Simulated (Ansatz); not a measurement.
# SnTe: lattice vibrations and screening, part 2 of 2

Aim: for SnTe, find the equilibrium cell, tighten the relaxation for response calculations and get the zone-centre modes.

Ansatz 0.2.0; DFT r2SCAN, scalar-relativistic, plane waves, PAW. The steps go on from the part before.

**5. A stricter relaxation**

The COD entry's cell or inner coordinates are ideal or old and differ from later refinements, so a difference from it is no clean test against experiment.

The response runs start from a cell at rest, found with their own mesh and filling of the bands.

The input, input.yaml:

```yaml
crystal:
  lattice:
    - [0.0, 3.185599447, 3.185599447]
    - [3.185599447, 0.0, 3.185599447]
    - [3.185599447, 3.185599447, 0.0]
  atoms:
    - { symbol: Sn, position: [0.0, 0.0, 0.0] }
    - { symbol: Te, position: [0.5, 0.5, 0.5] }
basis:
  ecutwfc: 500
kpoints:
  mp_grid: { grid: [10, 10, 10] }
hamiltonian:
  xc: r2scan
scf:
  occupations: { method: gaussian, width: 0.01 }
output:
  forces: true
  stress: true
  eigenvalues: true
relax:
  adjacent_minimum: "off"
  f_tol: 0.001
  max_steps: 60
  cell: { stress_tol: 0.01 }
```

Command:

```console
> ansatz run input.yaml --threads 2 --pin off --max-ram 5120MiB --backend cpu --events-out ev --progress --plain --runs-dir out
```

The program printed, cut to the lines that bear on the results:

```text
Warning: RAYON_NUM_THREADS=2 ignored (pool sized by the plan → 2); use --threads N
[...]
Pseudopotentials: kind: paw
Pseudopotential: Sn, paw, valence charge 14, recommended cutoff 500 eV (meta_gga), Sn.paw.azcp
Pseudopotential: Te, paw, valence charge 16, recommended cutoff 500 eV (meta_gga), Te.paw.azcp
Functional definition: r2SCAN
[...]
Crystal: 2 atoms, lattice volume = 64.655 Å³
Basis set: ecut = 500 eV, 1639 PW (Γ), exchange–correlation on 144×144×144 points (64 copies of the dense FFT grid, shifted against one another)
Bands: 19, of which v1, the nominal top of the filled ones, is band 15 counted from 1 (14 counted from 0)
Symmetry: 48 space group operations
Space group: Fm-3m (ITA 225), of the structure as read, at distance tolerance 4.0e-5 Å
k-points: 47 of 1000
[...]
  atom   2  Te     0.00000000     0.00000000     0.00000000
[...]
--- Stress (GPa, compression-positive) ---
        0.002879      -0.000000      -0.000000
       -0.000000       0.002879       0.000000
       -0.000000       0.000000       0.002879
  P = ⅓ Tr σ = 0.0029 GPa (0.029 kbar)
--- Band table (eV; the first three rows and the last of 47) ---
  k-point 0: bands = ["-28.7718", "-28.7718", "-28.7664", "-28.7664", "-28.7664", "-13.5637", "-13.5637", "-13.5608", "-13.5608", "-13.5608", "-4.0007", "4.3773", "6.8538", "6.8538", "6.8538", "12.6112", "12.6112", "12.6112", "14.2965"]
[...]
--- Relaxed structure (1 steps of the walk, 1 accepted, 1 SCFs on fresh bases) ---
  F+E_penalty+E_count = -13033.98694070 eV   max|allowed force component| = 2.445e-29 eV/Å   (the final SCF, on the basis selected at the relaxed cell)
  cell:  # Å, volume = 64.6552 Å³
    - [0.0, 3.185599447, 3.185599447]
    - [3.185599447, 0.0, 3.185599447]
    - [3.185599447, 3.185599447, 0.0]
  atoms:
    - { symbol: Sn, position: [0.0, 0.0, 0.0] }
    - { symbol: Te, position: [0.49999999999999994, 0.49999999999999994, 0.49999999999999994] }
```

Wall time 18 s (2 threads of Intel Xeon at 2.50GHz (Skylake/Cascade Lake), shared host); peak memory 0.64 GiB.

Relaxation path:

```csv
step,E - E(step 1) (eV/cell),largest force component (eV/Å),pressure (GPa),volume (Å³)
1,0.0000,0.0000,0.00,64.66
2,0.0000,0.0000,0.00,64.66
```

Step 1 is the start. Step 2 repeats the geometry before it on a plane-wave basis chosen anew for that cell, so its energy need not be comparable with the rows above.

Lengths and angles in the start's conventional setting:

|  | before | after | change |
| --- | --- | --- | --- |
| a (Å) | 6.371 | 6.371 | 0.0 % |
| b (Å) | 6.371 | 6.371 | 0.0 % |
| c (Å) | 6.371 | 6.371 | 0.0 % |
| volume (Å³/atom) | 32.33 | 32.33 | 0.0 % |
| shortest distance (Å) | 3.186 | 3.186 | 0.0 % |
| space group (0.01 Å) | Fm-3m | Fm-3m | same |

Forces and stress were held to the start's 48 operations: a distortion of lower symmetry was not tested.

**6. Phonons at the zone centre**

Edit input.yaml of step 5 so:

```diff
@@ -17,9 +17,5 @@
 output:
-  forces: true
-  stress: true
   eigenvalues: true
-relax:
-  adjacent_minimum: "off"
-  f_tol: 0.001
-  max_steps: 60
-  cell: { stress_tol: 0.01 }
+phonons:
+  method: dfpt
+  eigenvectors: true
```

Command:

```console
> ansatz run input.yaml --threads 2 --pin off --max-ram 5120MiB --backend cpu --events-out ev --progress --plain --runs-dir out
```

The program printed:

```text
Warning: RAYON_NUM_THREADS=2 ignored (pool sized by the plan → 2); use --threads N
[... 10 set-up lines as earlier in the session ...]
Crystal: 2 atoms, lattice volume = 64.655 Å³
Basis set: ecut = 500 eV, 1639 PW (Γ), exchange–correlation on 180×180×180 points (125 copies of the dense FFT grid, shifted against one another)
Bands: 19, of which v1, the nominal top of the filled ones, is band 15 counted from 1 (14 counted from 0)
[... 1 set-up line as earlier in the session ...]
k-points: 102 of 1000 (irreducible under 8 space group operations, time reversal used)
[... 10 set-up lines as earlier in the session ...]
SCF iter   1: F=—  HF=-13033.978484 eV  |F-HF|=—  |Δ(HF+E_count)|=         —  Δρ=3.46e-3  dr2=5.34e-3  dr2_τ=5.70e-4  ethr=1.77e-3  ⟨swp⟩=6.6  Hψ=10554  notcnv=0
preconditioner: auto → none  [insulator: Δε(μ)=0.108 eV  Ē_g=9.010 eV  σ=0.010 eV  W_gap=1.00  n_scr=14 (ndim 8)  ℏωp=14.6 eV  f_vac=0.012  D(μ)=0.00/eV (n_scr^D=0)  ε∞_Penn≈3.6]
SCF iter   2: F=—  HF=-13033.986677 eV  |F-HF|=—  |Δ(HF+E_count)|=   8.19e-3  Δρ=1.33e-3  dr2=8.37e-4  dr2_τ=3.04e-5  ethr=1.78e-5  ⟨swp⟩=2.9  Hψ=4493  notcnv=0
SCF iter   3: F=—  HF=-13033.987002 eV  |F-HF|=—  |Δ(HF+E_count)|=   3.25e-4  Δρ=4.29e-4  dr2=5.81e-5  dr2_τ=3.92e-6  ethr=2.79e-6  ⟨swp⟩=2.0  Hψ=3876  notcnv=0
SCF iter   4: F=—  HF=-13033.987012 eV  |F-HF|=—  |Δ(HF+E_count)|=   9.31e-6  Δρ=1.09e-4  dr2=2.96e-6  dr2_τ=9.68e-8  ethr=1.94e-7  ⟨swp⟩=2.0  Hψ=2939  notcnv=0
SCF iter   5: F=—  HF=-13033.987015 eV  |F-HF|=—  |Δ(HF+E_count)|=   3.17e-6  Δρ=2.71e-5  dr2=1.13e-6  dr2_τ=3.74e-9  ethr=9.88e-9  ⟨swp⟩=2.0  Hψ=3469  notcnv=0
SCF iter   6: F=—  HF=-13033.987014 eV  |F-HF|=—  |Δ(HF+E_count)|=   3.86e-7  Δρ=7.13e-6  dr2=4.17e-8  dr2_τ=3.48e-10  ethr=3.78e-9  ⟨swp⟩=3.0  Hψ=3483  notcnv=0
SCF iter   7: F=—  HF=-13033.987014 eV  |F-HF|=—  |Δ(HF+E_count)|=   5.32e-9  Δρ=1.32e-6  dr2=5.16e-10  dr2_τ=1.93e-11  ethr=1.39e-10  ⟨swp⟩=2.0  Hψ=2958  notcnv=0
SCF iter   8: F=—  HF=-13033.987014 eV  |F-HF|=—  |Δ(HF+E_count)|=  4.46e-10  Δρ=1.61e-7  dr2=2.95e-11  dr2_τ=2.54e-13  ethr=1.72e-12  ⟨swp⟩=2.0  Hψ=2448  notcnv=0
SCF iter   9: F=-13033.987014 eV  HF=-13033.987014 eV  |F-HF|=3.64e-12  |Δ(HF+E_count)|=  9.09e-12  Δρ=2.39e-8  dr2=1.87e-13  dr2_τ=5.38e-15  ethr=1.00e-12  ⟨swp⟩=6.7  Hψ=8493  notcnv=0
SCF 1 converged in 9 iterations: F = -13033.987014 eV  dr2 = 1.87e-13
DFPT response loops at Γ: preconditioner auto → Resta (q_TF=auto, 2.401 Å⁻¹)  ε∞=21.1 (no band partly filled); β = 1.00, the filter's whole step (`scf.mixing.beta` (0.50) is not read by the response loops at its default; to damp them type it under 1.00, their step now; it binds the ground state too); Broyden in place of MSR1
SCF converged after 9 iterations
Free energy (F): -13033.987014 eV
Harris-Foulkes:  -13033.987014 eV  (|F-HF|=3.64e-12)
Internal energy: -13033.987014 eV  (E = F + TS)
E sigma→0 (E₀):  -13033.987014 eV
Fermi energy:    9.318610 eV
--- Per-component energies (eV) ---
  E_band       = -387.715890
  E_kinetic    = 364.797820
  E_local      = -2203.609982  (includes V_loc(G=0)·N_el)
  E_nonlocal   = -343.686508
  E_hartree    = 1373.811180
  E_xc         = -490.640803
  E_vxc        = -216.684944  (∫ρ·V_xc dr)
  E_paw        = -8842.100438  (= ΣΔE_a)
  E_vpaw       = -749.532729  (= ΣTr[D̂ρ^β])
  E_aug_tail   = -0.000036  (compensation charges beyond the density's cutoff)
  E_vtau       = 13.378115  (kinetic-family band-sum trace: ∫τ·v_τ [+ j·A + Jᵃ·Aᵃ] dr)
  E_ewald      = -2893.578422
  E_core_change = 1.020175  (= ΣΔE_core)
  E_smearing   = -0.000000  (= −TS)
  E_closure    = 0.000000  (closes the sum)
  Σ components = -13033.987014   (vs F -13033.987014, Δ=0.00e0)
--- Band table (eV; the first three rows and the last of 102) ---
  k-point 0: bands = ["-28.7718", "-28.7718", "-28.7664", "-28.7664", "-28.7664", "-13.5637", "-13.5637", "-13.5608", "-13.5608", "-13.5608", "-4.0007", "4.3774", "6.8538", "6.8538", "6.8538", "12.6112", "12.6112", "12.6112", "14.2965"]
  k-point 1: bands = ["-28.7718", "-28.7718", "-28.7664", "-28.7664", "-28.7664", "-13.5642", "-13.5642", "-13.5607", "-13.5603", "-13.5603", "-3.9155", "3.8611", "6.8711", "6.8711", "7.2438", "12.1362", "12.1362", "12.1918", "14.2375"]
  k-point 2: bands = ["-28.7717", "-28.7717", "-28.7663", "-28.7662", "-28.7662", "-13.5657", "-13.5657", "-13.5603", "-13.5588", "-13.5588", "-3.6699", "2.8450", "6.9284", "6.9284", "7.8955", "11.2442", "11.2442", "11.3684", "14.4008"]
  k-point 101: bands = ["-28.7720", "-28.7713", "-28.7662", "-28.7658", "-28.7652", "-13.5767", "-13.5640", "-13.5598", "-13.5559", "-13.5513", "-2.3491", "1.6632", "3.9968", "4.5236", "7.7273", "10.6573", "13.3930", "14.6405", "14.9322"]
--- Phonons (Γ-DFPT): 2 representative perturbations + reference, on 102 of 1000 k-points (Σ response iterations 15) ---
  k mesh reduced under 8 symmetry operations, with k and −k counted as one. Each operation leaves every solved perturbation unchanged. A smaller set is not considered because the functional reads the kinetic-energy density
  ASR residual: 1.076e-4 → 0.000e0 eV/Å²; symmetrization residual: 7.555e-5 eV/Å²
  ASR residual per site (eV/Å²): 2.87e-5 1.08e-4
  Γ frequencies (cm⁻¹): -53.79 -53.79 -53.79 0.00 0.00 0.00
  non-analytic LO–TO correction: not included (Born effective charges unavailable; polar crystals: no LO–TO splitting at Γ)
```

It took 2.4 min on 2 threads of Intel Xeon at 2.50GHz (Skylake/Cascade Lake), shared host; peak memory 1.9 GiB.

Optical levels at the zone centre, without the three acoustic modes (i: imaginary):

```
cm⁻¹   meV  modes
 54i  6.7i      3
```

Displacements in the most unstable mode (54i cm⁻¹), eigenvector over the root of the mass, scaled so that the longest move is 1. It is one member of a degenerate level, so its direction within the level is arbitrary.

```
atom     x     y      z
 Sn1  0.00  0.00   1.00
 Te2  0.00  0.00  -0.93
```

**7. Results**

The summary covers parts 1 to 2. Changes of volume or cell count from the first structure of part 1.

```
                                                               quantity                                                                      value
                                            relaxed cell (conventional)  a = 6.371 Å, b = 6.371 Å, c = 6.371 Å, α = 90.00°, β = 90.00°, γ = 90.00°
                                                   space group (0.01 Å)                                                            Fm-3m (No. 225)
                                                                 volume                                                              32.33 Å³/atom
formation energy (elements from runs with the same settings, not shown)                                                              -0.26 eV/atom
                              optical modes at Γ (without the LO field)                                                                   54i cm⁻¹
```

What this shows: Relaxation raised the volume by 3.3 %. Measured lattice constant a of SnTe: 6.3129 Å (“Experimental search for the origin of low-energy modes in topological materials”, 2017, arxiv:1709.04000). This calculation gives 6.371 Å (+0.9 %). 3 values of this kind are on record in papers (6.3129 to 6.327 Å); this one was drawn at random among those near their median, those with a stated uncertainty first. That is the cell relaxed with r2SCAN, without thermal expansion or zero-point motion. 3 of the 3 optical modes at Γ are imaginary, down to 54i cm⁻¹: the structure is a saddle point and would distort without enlarging its cell. These are transverse frequencies: in a polar insulator the field of longitudinal modes, left out here, lifts some of them. Spin-orbit coupling is left out, which matters for the bands of Te.
